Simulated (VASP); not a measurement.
**A VASP 6.6.1 relaxation on LiH**

INCAR

```
EDIFFG = -5E-3
IBRION = 1
ISMEAR = -1
SIGMA = 0.02
GGA = PE
PREC = Single
PSTRESS = 20
NBANDS = 9
LCHARG = .FALSE.
ENCUT = 600
NSW = 40
LASPH = .TRUE.
LREAL = .FALSE.
ISIF = 3
LWAVE = .FALSE.
EDIFF = 1E-7
NELM = 50
```

KPOINTS

```
KPOINTS created by Atomic Simulation Environment
0
Gamma
12 12 12
0 0 0
```

POSCAR

```
Li H
 1.0000000000000000
     0.0000000000000000    1.7091877368999999    1.7091877368999999
     1.7091877368999999    0.0000000000000000    1.7091877368999999
     1.7091877368999999    1.7091877368999999    0.0000000000000000
 Li  H
   1   1
Cartesian
  0.0000000000000000  0.0000000000000000  0.0000000000000000
  0.8545938684500000  0.8545938684500000  0.8545938684500000
```

The recommended PBE PAW datasets give the neutral cell 4 valence electrons.

Command

```
mpirun -np 1 vasp_std
```

OSZICAR

```
N       E                     dE             d eps       ncg     rms          rms(c)
DAV:   1     0.529154593357E+00    0.52915E+00   -0.19665E+03  1328   0.490E+02
DAV:   2    -0.526807678834E+01   -0.57972E+01   -0.57680E+01  1911   0.651E+01
DAV:   3    -0.533314656418E+01   -0.65070E-01   -0.65040E-01  1506   0.568E+00
DAV:   4    -0.533350619415E+01   -0.35963E-03   -0.35961E-03  1812   0.307E-01
DAV:   5    -0.533350840242E+01   -0.22083E-05   -0.22082E-05  1541   0.113E-02    0.407E+00
DAV:   6    -0.506816628788E+01    0.26534E+00   -0.18851E-01  1429   0.152E+00    0.216E+00
DAV:   7    -0.497794772370E+01    0.90219E-01   -0.29486E-01  1426   0.209E+00    0.361E-01
DAV:   8    -0.498167857942E+01   -0.37309E-02   -0.74927E-03  1374   0.631E-01    0.776E-02
DAV:   9    -0.498161522669E+01    0.63353E-04   -0.45316E-04  1739   0.137E-01    0.125E-02
DAV:  10    -0.498162983779E+01   -0.14611E-04   -0.33656E-05  1386   0.456E-02    0.347E-03
...
   3 F= -.57354147E+01 E0= -.57354147E+01  d E =-.271651E+00
       N       E                     dE             d eps       ncg     rms          rms(c)
DAV:   1    -0.594919185197E+01   -0.20432E-02   -0.51176E-03  1525   0.431E-01    0.141E-01
DAV:   2    -0.594908952880E+01    0.10232E-03   -0.86914E-05  1553   0.795E-02    0.810E-02
DAV:   3    -0.594902793883E+01    0.61590E-04   -0.11290E-04  1894   0.559E-02    0.528E-03
DAV:   4    -0.594902868246E+01   -0.74363E-06   -0.14558E-06  1355   0.112E-02    0.235E-03
DAV:   5    -0.594903115475E+01   -0.24723E-05   -0.78400E-07  1998   0.450E-03    0.140E-03
DAV:   6    -0.594903023096E+01    0.92379E-06   -0.36561E-08   699   0.146E-03    0.863E-05
DAV:   7    -0.594903024831E+01   -0.17345E-07   -0.15007E-08   690   0.897E-04
   4 F= -.57356006E+01 E0= -.57356006E+01  d E =-.185891E-03
```

From OUTCAR

```
k-points           NKPTS =     72   k-points in BZ     NKDIM =     72   number of bands    NBANDS=      9

   NELECT =       4.0000    total number of electrons

   dimension x,y,z NGX =    20 NGY =   20 NGZ =   20
   dimension x,y,z NGXF=    20 NGYF=   20 NGZF=   20

  energy-cutoff  :      600.00
  volume of cell :       17.10
      direct lattice vectors                 reciprocal lattice vectors
     0.000000000  2.044725918  2.044725918    -0.244531551  0.244531551  0.244531551
     2.044725918  0.000000000  2.044725918     0.244531551 -0.244531551  0.244531551
     2.044725918  2.044725918 -0.000000000     0.244531551  0.244531551 -0.244531551

 k-points in reciprocal lattice and weights: KPOINTS created by Atomic Simulation Env
   0.00000000  0.00000000  0.00000000       0.001
   0.08333333  0.00000000  0.00000000       0.005
   0.16666667  0.00000000  0.00000000       0.005
   0.25000000  0.00000000  0.00000000       0.005
   0.33333333  0.00000000  0.00000000       0.005
   0.41666667  0.00000000  0.00000000       0.005
   0.50000000  0.00000000  0.00000000       0.002
   0.08333333  0.08333333  0.00000000       0.003
   ...

 E-fermi :  -0.7509

 k-point     1 :       0.0000    0.0000    0.0000
  band No.  band energies     occupation
      1     -44.3136      2.00000
      2      -5.1983      2.00000
      3      13.3024      0.00000
      4      17.5970      0.00000
      5      17.5993      0.00000
      6      17.5993      0.00000
      7      20.2861      0.00000
      8      20.2861      0.00000
      9      20.2874      0.00000

 k-point     2 :       0.0833    0.0000    0.0000
  band No.  band energies     occupation
      1     -44.3109      2.00000
      2      -5.0827      2.00000
      3      12.5223      0.00000
      4      16.4443      0.00000
      5      17.1172      0.00000
      6      17.1188      0.00000
      7      20.9794      0.00000
      8      20.9800      0.00000
      9      22.5728      0.00000

 k-point     3 :       0.1667    0.0000    0.0000
  band No.  band energies     occupation
      1     -44.3034      2.00000
      2      -4.7284      2.00000
      3      10.3464      0.00000
      4      16.0513      0.00000
      5      16.3525      0.00000
      6      16.3537      0.00000
      7      21.9652      0.00000
      8      21.9655      0.00000
      9      24.3473      0.00000

 k-point     4 :       0.2500    0.0000    0.0000
  band No.  band energies     occupation
      1     -44.2933      2.00000
      2      -4.1704      2.00000
      3       7.8548      0.00000
      4      15.7479      0.00000
      5      15.7490      0.00000
      6      16.2482      0.00000
      7      21.4962      0.00000
      8      21.4963      0.00000
      9      23.4359      0.00000

 k-point     5 :       0.3333    0.0000    0.0000
  band No.  band energies     occupation
      1     -44.2833      2.00000
      2      -3.4657      2.00000
      3       5.6252      0.00000
      4      15.3698      0.00000
      5      15.3709      0.00000
      6      16.4719      0.00000
      7      20.3967      0.00000
      8      20.3968      0.00000
      9      23.2234      0.00000

 ...

  Total        0.2127580      0.2127580      0.2127580      0.0000000      0.0000000     -0.0000000
  in kB       19.9370605     19.9370605     19.9370605      0.0000000      0.0000000     -0.0000000
  external PRESSURE =      -0.0629395 kB  Pullay stress =      20.0000000 kB

 POSITION                                       TOTAL-FORCE (eV/Angst)
 -----------------------------------------------------------------------------------
     -0.00000     -0.00000     -0.00000         0.000000      0.000000      0.000000
      1.02236      1.02236      1.02236        -0.000000     -0.000000     -0.000000
 -----------------------------------------------------------------------------------
    total drift:                               -0.000005     -0.000005     -0.000006

  FREE ENERGIE OF THE ION-ELECTRON SYSTEM (eV)
  ---------------------------------------------------
  free  energy   TOTEN  =        -5.9490302483 eV

  energy  without entropy=       -5.9490302483  energy(sigma->0) =       -5.94903025
```

```tsv
ionic step	ΔH (meV/atom)	volume (Å³)	largest force (eV/Å)	pressure (GPa)	electronic steps
1	0.0	9.99	0.000	56.41	13
2	-303.4	12.64	0.000	24.90	8
3	-439.2	16.96	0.000	2.43	8
4	-439.3	17.10	0.000	1.99	7
```

It converged. Results: relaxed cell vector lengths 2.892, 2.892, 2.892 Å; relaxed cell volume 17.10 Å³.

 The volume moved far on the plane waves of the start cell, so a restart from CONTCAR is due.

For comparison, a separate PBE relaxation on usual settings, not on those above, ends at 19.62 Å³.

The run above took about 9.4 s on one core of a shared host (Intel Xeon 6975P-C) and held 0.11 GiB at most.
